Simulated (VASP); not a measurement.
Method: r2SCAN meta-GGA, VASP's PBE PAW potentials (set 64) (plane waves; VASP).

A VASP calculation is set up with these files.

KPOINTS:
```
Automatic
0
G
4 5 1
0 0 0
```

INCAR:
```
SYSTEM = CsCl(110) slab
PREC = Normal
ENCUT = 400
EDIFF = 1E-6
NELM = 100
ALGO = Normal
LREAL = .FALSE.
LASPH = .TRUE.
ISMEAR = 0
SIGMA = 0.05
METAGGA = R2SCAN
LMIXTAU = .TRUE.
LMAXMIX = 4
LWAVE = .FALSE.
LCHARG = .FALSE.
NELMIN = 4
LDIPOL = .TRUE.
IDIPOL = 3
DIPOL = 0.5 0.5 0.5
LVHAR = .TRUE.
LORBIT = 11
```

File POSCAR:
```
CsCl(110) slab
26.789410
  0.2186070554   0.0000000000   0.0000000000
  0.0000000000   0.1545785280   0.0000000000
  0.0000000000   0.0000000000   1.0000000136
Cs Cl
4 4
direct
  0.2500000000   0.0000000000   0.3366794107
  0.7500000000   0.0000000000   0.4445778347
  0.2500000000   1.0000000000   0.5554221653
  0.7500000000   1.0000000000   0.6633205893
  0.7500000000   0.5000000000   0.3367483885
  0.2500000000   0.5000000000   0.4442080382
  0.7500000000   0.5000000000   0.5557919618
  0.2500000000   0.5000000000   0.6632516115
```

POTCAR, in this order: Cs_sv Cl (PBE.64 set). Program: vasp_std. Read from the step before: WAVECAR.

The resulting files:

File OSZICAR:
```
       N       E                     dE             d eps       ncg     rms          rms(c)
DAV:   1    -0.141510059832E+03   -0.14151E+03   -0.59494E-06   682   0.171E-02    0.127E-03
DAV:   2    -0.141510059999E+03   -0.16734E-06   -0.41493E-07   456   0.493E-03    0.486E-04
DAV:   3    -0.141510059963E+03    0.35820E-07   -0.18754E-07   396   0.302E-03    0.296E-04
DAV:   4    -0.141510059845E+03    0.11818E-06   -0.33251E-07   396   0.475E-03
   1 F= -.14151006E+03 E0= -.14151006E+03  d E =-.592382E-16
```

OUTCAR:
```
------------------------ aborting loop because EDIFF is reached ----------------------------------------
  FORCE on cell =-STRESS in cart. coord.  units (eV):
  Direction    XX          YY          ZZ          XY          YZ          ZX
  --------------------------------------------------------------------------------------
  Total       -2.4396391      0.3936955     -0.3613869      0.0000000      0.0000000      0.0000000
  in kB       -6.0163538      0.9708860     -0.8912104      0.0000000      0.0000000      0.0000000
  external PRESSURE =      -1.9788927 kB  Pullay stress =       0.0000000 kB
  volume of cell :      649.68
      direct lattice vectors                 reciprocal lattice vectors
     5.856354035  0.000000000  0.000000000     0.170754704  0.000000000  0.000000000
     0.000000000  4.141067564  0.000000000     0.000000000  0.241483623  0.000000000
     0.000000000  0.000000000 26.789410364     0.000000000  0.000000000  0.037328183
 POSITION                                       TOTAL-FORCE (eV/Angst)
 -----------------------------------------------------------------------------------
      1.46409      0.00000      9.01944         0.000000     -0.000000     -0.000463
      4.39227      0.00000     11.90998        -0.000000     -0.000000      0.011901
      1.46409      0.00000     14.87943         0.000000     -0.000000     -0.011901
      4.39227      0.00000     17.76997        -0.000000     -0.000000      0.000463
      4.39227      2.07053      9.02129         0.000000     -0.000000      0.008606
      1.46409      2.07053     11.90007         0.000000      0.000000     -0.004333
      4.39227      2.07053     14.88934         0.000000     -0.000000      0.004333
      1.46409      2.07053     17.76812        -0.000000      0.000000     -0.008606
 -----------------------------------------------------------------------------------
    total drift:                                0.000000      0.000000     -0.000000
  FREE ENERGIE OF THE ION-ELECTRON SYSTEM (eV)
  ---------------------------------------------------
  free  energy   TOTEN  =      -141.5100598453 eV

  energy  without entropy=     -141.5100598453  energy(sigma->0) =     -141.51005985

 total charge

# of ion       s       p       d       tot
------------------------------------------
    1        1.859   4.719   0.023   6.602
    2        1.861   4.720   0.027   6.608
    3        1.861   4.720   0.027   6.608
    4        1.859   4.719   0.023   6.602
    5        1.596   3.570   0.000   5.165
    6        1.597   3.577   0.000   5.173
    7        1.597   3.577   0.000   5.173
    8        1.596   3.570   0.000   5.165
--------------------------------------------------
tot         13.825  33.171   0.101  47.097
```
(Selected blocks of OUTCAR.)

The cell is a thin slab with vacuum, built from CsCl (CsCl type): (110) face.
